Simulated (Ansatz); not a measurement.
## Bands of NaH

```
Na H
1.0
     0.00000    2.38642    2.38642
     2.38642    0.00000    2.38642
     2.38642    2.38642    0.00000
Na H
1 1
Direct
  0.00000 0.00000 0.00000
  0.50000 0.50000 0.50000
```

Atom numbers follow the list: Na1, H2.

The conventional cell has a = 4.773 Å, b = 4.773 Å, c = 4.773 Å, α = 90.00°, β = 90.00°, γ = 90.00°. Around Na (atom 1) lie 6 H at 2.39 Å. H (atom 2) is surrounded by 6 Na at 2.39 Å.

Structure from Materials Project entry mp-23870 (possibly hypothetical), not relaxed further.

Computed with Ansatz 0.2.0, DFT, PBEsol, all-electron LAPW, scalar-relativistic.

Sampling and basis: a Γ-centred 11×11×11 k mesh, Fermi–Dirac smearing of 0.02 eV, basis error target 0.25 meV/atom, no spin polarisation.

Points in fractions of the reciprocal vectors of this cell: Γ (0, 0, 0), X (0.5, 0, 0.5), U (0.625, 0.25, 0.625), K (0.375, 0.375, 0.75), L (0.5, 0.5, 0.5), W (0.5, 0.25, 0.75). The path joins them by straight lines in the order Γ–X–U–K–Γ–L–W–X; legs that retrace an earlier one aren't tabulated. Energies are in eV from the top of the valence band.

Is there a gap, and where are the band edges?

3.62 eV, indirect from W (0.5, 0.25, 0.75) to L (0.5, 0.5, 0.5).

List the levels between -20 and 8 eV at the symmetry points.


Γ: -3.82
X: -0.19, 4.48
U: -0.12, 5.19, 6.28
K: -0.12, 5.19, 6.28
L: -0.92, 3.62
W: 0.00, 5.90 (×2)

Kohn–Sham gaps of semilocal functionals usually fall short of measured ones.
